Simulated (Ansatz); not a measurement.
# Se (Im-3m): compression over a wide range

The task here is to estimate one member of a computed series from the others.

Computed with Ansatz 0.2.0 (DFT r²SCAN, scalar-relativistic, plane waves, PAW, unless a step's input says otherwise).

## The starting structure

The structure is cubic, space group Im-3m (No. 229). The conventional cell has a = 3.433 Å, b = 3.433 Å, c = 3.433 Å, α = 90.00°, β = 90.00°, γ = 90.00°. Se (site symmetry m-3m) has 8 Se at 2.97 Å as nearest neighbours.

Coordinates:

```cif
data_structure
_symmetry_space_group_name_H-M 'Im-3m'
_symmetry_Int_Tables_number 229
_cell_length_a 3.4329
_cell_length_b 3.4329
_cell_length_c 3.4329
_cell_angle_alpha 90.000
_cell_angle_beta 90.000
_cell_angle_gamma 90.000
_cell_volume 40.46
loop_
_atom_site_label
_atom_site_type_symbol
_atom_site_symmetry_multiplicity
_atom_site_Wyckoff_symbol
_atom_site_fract_x
_atom_site_fract_y
_atom_site_fract_z
_atom_site_occupancy
Se1 Se 2 a 0.00000 0.00000 0.00000 1
```

An earlier run at r²SCAN left this cell at 20.229 Å³/atom and 0.00 GPa (18×18×18 mesh).

The first run:

Contents of input.yaml:

```yaml
crystal:
  lattice:
    - [-1.6932740277, 1.6932740277, 1.6932740277]
    - [1.6932740277, -1.6932740277, 1.6932740277]
    - [1.6932740277, 1.6932740277, -1.6932740277]
  atoms:
    - { symbol: Se, position: [0.0, 0.0, 0.0] }
basis:
  ecutwfc: 500
  ecutrho_ratio: 4
kpoints:
  mp_grid: { grid: [18, 18, 18] }
hamiltonian:
  xc: r2scan
scf:
  occupations: { method: gaussian, width: 0.05 }
output:
  forces: true
  stress: true
  eigenvalues: true
```

The run is started by

```sh
$ ansatz run input.yaml --threads 1 --pin off --max-ram 2560MiB --backend cpu --events-out ev --progress --plain --runs-dir out
```

Among the steps run: Volume × 0.96; Volume × 1.04; Volume × 0.92; Volume × 0.88; Volume × 0.84; Volume × 0.8; Volume × 0.76; Volume × 0.72; Volume × 0.68; Volume × 0.64.

One of the session's tables, all rows but one given; the rest of the session is left out.

| volume (Å³/atom) | energy above the lowest (meV/atom) | pressure (GPa) |
| --- | --- | --- |
| 12.946 | 1410.7 | 92.0 |
| 13.756 | 1013.3 | 69.8 |
| 14.565 | 705.2 | 52.8 |
| 15.374 | 474.8 | 39.2 |
| 16.183 | 304.6 | 28.6 |
| 16.992 | 182.0 | 20.2 |
| 17.801 | 97.4 | 13.5 |
| 18.611 | ? | ? |
| 19.420 | 8.3 | 3.5 |
| 20.229 | 0.0 | 0.0 |
| 21.038 | 7.0 | -2.6 |

Q: Estimate the row for volume (Å³/atom) = 18.611 from the others.

Worked estimate for «energy above the lowest (meV/atom)». A straight line through the neighbours (17.801, 97.4) and (19.420, 8.3) gives 97.4 + (8.3 − 97.4) × (18.611 − 17.801) / (19.420 − 17.801) = 52.8; a parabola fitted to 4 rows on both sides gives 40.1.

As computed: energy above the lowest (meV/atom): 36.2; pressure (GPa): 7.8. In «energy above the lowest (meV/atom)» the line misses by +16.6 and the parabola by +3.9.

Caveats from the session: The k mesh is not the same at all volumes. Other structures may be lower in enthalpy at these pressures.
